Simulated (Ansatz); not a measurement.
# V (Fm-3m) in Ansatz: further runs, part 2 of 2

Ansatz 0.2.0. Earlier steps stand in the parts before.

**3. Wannier functions, RPBE+U, collinear spin, ferromagnetic start**

input.yaml reads:

```yaml
crystal:
  lattice:
    - [0.0, 1.895, 1.895]
    - [1.895, 0.0, 1.895]
    - [1.895, 1.895, 0.0]
  atoms:
    - { symbol: V, position: [0.0, 0.0, 0.0], spin: 2.0 }
hamiltonian:
  xc: rpbe
  pseudopotentials: { kind: paw }
  hubbard: { sites: [{ species: V, l: d, u_eff: 7.0 }] }
magnetization:
  spin_polarized: true
kpoints:
  mp_grid: { grid: [12, 12, 12] }
scf:
  occupations: { method: cold, width: 0.1 }
  n_extra_bands: 14
output:
  eigenvalues: true
  wannier:
    kmesh: [6, 6, 6]
    projections: [{ site: 0, l: d }, { site: 0, l: s }]
    minimise: true
    write_xyz: true
    disentanglement: { window: [2.4, 34.4], frozen_window: [5.4, 18.9] }
  write_density: true
  write_potential: true
  elf: true
  volumetric_format: npy
```

wannier.dn.win reads:

```
! ansatz wannier90 interface
! projections by site (counted from 0) and shell: 0 3D, 0 4S
! states of the run's bands (counted from 1): 1-13
num_bands = 13
num_wann  = 6
num_iter  = 2000
dis_win_min = 2.4
dis_win_max = 34.4
dis_froz_min = 5.4
dis_froz_max = 18.9
dis_num_iter = 10000
guiding_centres = true
write_xyz = true

begin unit_cell_cart
Ang
                      0.0                    1.895                    1.895
                    1.895                      0.0                    1.895
                    1.895                    1.895                      0.0
end unit_cell_cart

begin atoms_frac
V                        0.0                      0.0                      0.0
end atoms_frac

mp_grid = 6 6 6

begin kpoints
                      0.0                      0.0                      0.0
                      0.0                      0.0      0.16666666666666666
                      0.0                      0.0       0.3333333333333333
                      0.0                      0.0                      0.5
                      0.0                      0.0       0.6666666666666666
                      0.0                      0.0       0.8333333333333334
[... 208 lines left out ...]
       0.8333333333333334       0.8333333333333334       0.6666666666666666
       0.8333333333333334       0.8333333333333334       0.8333333333333334
end kpoints

fermi_energy = 18.404838796350848

begin projections
f=0.0,0.0,0.0: d
f=0.0,0.0,0.0: s
end projections
```

wannier.dn_centres.xyz reads:

```xyz
7
Wannier centres, written by ansatz wannier90 interface
X          0.00017765       0.00018227       0.09200874
X          0.06293141      -0.06210474       0.06013242
X         -0.05852773       0.05674516      -0.10874224
X         -0.06209240       0.06294340       0.06013606
X          0.05673916      -0.05854019      -0.10874307
X         -0.94705676      -0.94705443      -0.94239378
V          0.00000000       0.00000000       0.00000000
```

wannier.up.win reads:

```
! ansatz wannier90 interface
! projections by site (counted from 0) and shell: 0 3D, 0 4S
! states of the run's bands (counted from 1): 1-13
num_bands = 13
num_wann  = 6
num_iter  = 2000
dis_win_min = 2.4
dis_win_max = 34.4
dis_froz_min = 5.4
dis_froz_max = 18.9
dis_num_iter = 10000
guiding_centres = true
write_xyz = true

begin unit_cell_cart
Ang
                      0.0                    1.895                    1.895
                    1.895                      0.0                    1.895
                    1.895                    1.895                      0.0
end unit_cell_cart

begin atoms_frac
V                        0.0                      0.0                      0.0
end atoms_frac

mp_grid = 6 6 6

begin kpoints
                      0.0                      0.0                      0.0
                      0.0                      0.0      0.16666666666666666
                      0.0                      0.0       0.3333333333333333
                      0.0                      0.0                      0.5
                      0.0                      0.0       0.6666666666666666
                      0.0                      0.0       0.8333333333333334
[... 208 lines left out ...]
       0.8333333333333334       0.8333333333333334       0.6666666666666666
       0.8333333333333334       0.8333333333333334       0.8333333333333334
end kpoints

fermi_energy = 18.404838796350848

begin projections
f=0.0,0.0,0.0: d
f=0.0,0.0,0.0: s
end projections
```

wannier.up_centres.xyz reads:

```xyz
7
Wannier centres, written by ansatz wannier90 interface
X         -0.00000235       0.00000111       0.06438301
X          0.04504052      -0.04504500       0.04957747
X         -0.04927292       0.04927527      -0.08399234
X         -0.04503525       0.04505030       0.04958044
X          0.04927064      -0.04928130      -0.08399259
X         -0.94750060      -0.94750038      -0.94266917
V          0.00000000       0.00000000       0.00000000
```

Potentials or basis: Ansatz PAW.

Run with:

```
$ ansatz run input.yaml --threads 1 --pin off --max-ram 2560MiB --backend cpu --events-out ev --progress --plain --runs-dir out
```

Output:

```text
Warning: RAYON_NUM_THREADS=1 ignored (pool sized by the plan → 1); use --threads N
V: projections on atomic orbitals take those of the free atom [Ne] 3s2 3p6 3d3 4s2, of charge +0.00 (hamiltonian.pseudopotentials.projection_atoms); the dataset's partial waves leave at most 5.8e-7 of an orbital's norm unspanned inside its sphere
scf.n_extra_bands = 14 over 7 filled bands (N_el = 13.0): the run solves 21 bands
Engine: ansatz 0.2.0, x86_64-unknown-linux-gnu
Pseudopotentials: kind: paw
[... 111 lines left out ...]
  Σ components = -2910.771073   (vs F -2910.771073, Δ=0.00e0)
--- Band table (eV; the first three rows and the last of 144) ---
  k-point 0 ↑: bands = ["-47.1601", "-20.4816", "-20.4816", "-20.4816", "9.2633", "13.2393", "13.2393", "13.2393", "20.6974", "20.6974", "33.4626", "39.4919", "39.4919", "39.4919", "43.7697", "44.4159", "44.4159", "44.4159", "54.2542", "54.2542", "54.2542"]
  k-point 1 ↑: bands = ["-47.1480", "-20.5472", "-20.4899", "-20.4899", "9.5222", "13.0999", "13.3381", "13.3381", "20.6341", "20.6341", "33.6503", "37.6065", "39.6342", "39.6342", "43.7299", "44.3722", "44.3722", "46.3283", "52.0476", "52.0476", "54.6872"]
  k-point 2 ↑: bands = ["-47.1176", "-20.7239", "-20.5125", "-20.5125", "10.1587", "12.8708", "13.6055", "13.6055", "20.4893", "20.4893", "33.4690", "35.2925", "39.9399", "39.9399", "42.9615", "44.0041", "44.0041", "50.4787", "50.7505", "50.7505", "55.5849"]
  k-point 71 ↓: bands = ["-44.4094", "-18.5635", "-18.5635", "-18.3152", "17.4217", "20.9449", "20.9449", "22.1356", "26.5321", "28.5534", "28.5534", "29.7573", "30.8639", "44.0797", "44.0797", "48.0733", "53.0361", "57.8952", "57.8952", "58.7134", "64.8785"]
Occupation matrices written to <dir>
Wannier search (channel up): line search 1 of at most 10000: gauge-dependent spread (as the search counts it) 1.3230219 Å², largest recent change 3.6e-1 Å² and fall left 5.8e-3 Å² against conv_tol 1.0e-10 Å², 0 stops escaped
Wannier search (channel down): line search 1 of at most 10000: gauge-dependent spread (as the search counts it) 1.4318564 Å², largest recent change 4.4e-1 Å² and fall left 1.0e-2 Å² against conv_tol 1.0e-10 Å², 0 stops escaped
WARN: <dir> 58 periodic images of 58 elements of H(R) lie 4.88e-4 to 1.95e-3 Å beyond their element's nearest image, near the 9.77e-4 Å window within which an element is shared among its images; whether they share it moves the interpolated H(k) by 1.2e-2 eV (Frobenius norm, root mean square over the Brillouin zone); at the model's own mesh points H(k) does not change
```

Wall time 20 s (1 thread of Intel Xeon Platinum 8375C at 2.90GHz (Ice Lake), shared host); peak memory 0.48 GiB.

Results:

```
Free energy            : -2910.7711 eV
Band gap on the k mesh : 0.03 eV, indirect (least direct gap 0.04 eV)
Net moment             : 3.00 μB per cell
Absolute moment        : 3.01 μB per cell
Site moments           : V +2.62 μB
```

Eigenvalues of the final occupation matrices:
| site | spin | trace | eigenvalues |
| --- | --- | --- | --- |
| site 1 | 1 | 3.43 | 0.28 0.28 0.96 0.96 0.96 |
| site 1 | 2 | 0.47 | 0.02 0.02 0.02 0.20 0.20 |

Caveat: the magnetic or orbital state may not be the lowest; the PAW data sets come from PBE, with cores solved anew for the run's functional, which leaves a small shift of forces and pressure; the U is typed as a test and isn't derived for this compound. The state reached can hang on the start; a lower one may exist.

**4. Density of states, revPBE+D3(BJ)-ATM, collinear spin, program default start**

input.yaml reads:

```yaml
crystal:
  lattice:
    - [0.0, 1.895, 1.895]
    - [1.895, 0.0, 1.895]
    - [1.895, 1.895, 0.0]
  atoms:
    - { symbol: V, position: [0.0, 0.0, 0.0] }
hamiltonian:
  xc: revpbe
  pseudopotentials: { kind: nc, accuracy: stringent }
  dispersion: d3bjatm
magnetization:
  spin_polarized: true
kpoints:
  mp_grid: { grid: [12, 12, 12] }
scf:
  occupations: { method: fermi_dirac, width: 0.15 }
  n_extra_bands: 6
output:
  forces: true
  stress: true
  eigenvalues: true
  dos: { projected: false, de: 0.05, nscf_kmesh: { grid: [18, 18, 18] } }
```

Potentials or basis: PseudoDojo stringent (PBE files).

Run with:

```
$ ansatz run input.yaml --threads 1 --pin off --max-ram 2560MiB --backend cpu --events-out ev --progress --plain --runs-dir out
```

It took 6.8 s on 1 thread of Intel Xeon Platinum 8375C at 2.90GHz (Ice Lake), shared host; peak memory 0.45 GiB.

It converged, with:

```
Free energy                          : -2009.9180 eV
Pressure                             : -6.1 GPa
Band gap on the k mesh               : none (metal or under the smearing width)
Net moment                           : 0.00 μB per cell
Absolute moment                      : 0.00 μB per cell
Density of states at the Fermi level : 1.59 states/eV per cell
```

Levels at points of the mesh, in eV from the Fermi level:
Spin up:
```csv
k point,band 3,band 4,band 5,band 6,band 7,band 8,band 9,band 10
"(0.00, 0.00, 0.00)",-37.40,-37.40,-6.91,0.17,0.17,0.17,1.97,1.97
"(0.00, 0.00, -0.50)",-37.51,-37.51,-3.39,0.05,0.05,0.80,3.16,3.16
"(0.00, -0.50, -0.50)",-37.70,-37.70,-3.56,-2.69,3.15,3.46,3.47,3.47
```
Spin down:
```csv
k point,band 2,band 3,band 4,band 5,band 6,band 7,band 8,band 9,band 10,band 11
"(0.00, 0.00, 0.00)",-37.40,-37.40,-37.40,-6.91,0.17,0.17,0.17,1.97,1.97,17.79
"(0.00, 0.00, -0.50)",-38.27,-37.51,-37.51,-3.39,0.05,0.05,0.80,3.16,3.16,9.21
"(0.00, -0.50, -0.50)",-38.21,-37.70,-37.70,-3.56,-2.69,3.15,3.46,3.47,3.47,11.91
```

States per cell in windows of 1 eV (zero at the Fermi level; states under -8 eV left out):
| from (eV) | up | down |
| --- | --- | --- |
| -8.0 | 0.00 | 0.00 |
| -7.0 | 0.02 | 0.02 |
| -6.0 | 0.05 | 0.05 |
| -5.0 | 0.09 | 0.09 |
| -4.0 | 0.33 | 0.33 |
| -3.0 | 0.63 | 0.63 |
| -2.0 | 0.60 | 0.60 |
| -1.0 | 0.81 | 0.81 |
| 0.0 | 0.81 | 0.81 |
| 1.0 | 0.73 | 0.73 |
| 2.0 | 0.82 | 0.82 |
| 3.0 | 0.53 | 0.53 |
| 4.0 | 0.19 | 0.19 |
| 5.0 | 0.16 | 0.16 |
| 6.0 | 0.12 | 0.12 |
| 7.0 | 0.08 | 0.08 |

Caveat: the potentials were made for another functional, which shifts forces and pressure; pairwise dispersion overbinds metals, which lowers pressure and volume.

**5. For comparison**

An earlier run on the cell as given: functional PBE; potentials or basis Ansatz PAW; cutoff 420 eV (not typed: the program's choice for these potentials); k mesh 12 × 12 × 12; occupations fermi-dirac, width 0.05 eV; collinear spin, ferromagnetic start; starting moments [2.0] μB.

* Pressure: 3.8 GPa
* Band gap on the k mesh: none (metal or under the smearing width)
* Net moment: 0.00 μB per cell
* Absolute moment: 0.00 μB per cell

**6. Summary**

```csv
task,level,potentials or basis,spin,U,cutoff (eV),smearing,hubbard projectors,double counting,gap on the mesh (eV),pressure (GPa),moment (μB)
Wannier functions,RPBE+U,Ansatz PAW,"collinear, ferromagnetic start",V d U = 7 eV,420,cold 0.1 eV,ortho-atomic (the default),fll (the default),0.03,-,3.00
density of states,revPBE+D3(BJ)-ATM,PseudoDojo stringent (PBE files),"collinear, program default start",-,1143,fermi-dirac 0.15 eV,-,-,none,-6.1,0.00
single point,PBE,Ansatz PAW,"collinear, ferromagnetic start",-,420,fermi-dirac 0.05 eV,-,-,none,3.8,0.00
```

Alike in all rows: cell as given; k mesh 12 × 12 × 12.

Caveats: the magnetic or orbital state may not be the lowest (some runs); the PAW data sets come from PBE, with cores solved anew for the run's functional, which leaves a small shift of forces and pressure (some runs); the U is typed as a test and isn't derived for this compound (some runs); the potentials were made for another functional, which shifts forces and pressure (some runs); pairwise dispersion overbinds metals, which lowers pressure and volume (some runs); the starting moments weren't kept (some runs).

Total energies depend on the potentials used, so only differences within one code and one set of settings carry meaning.
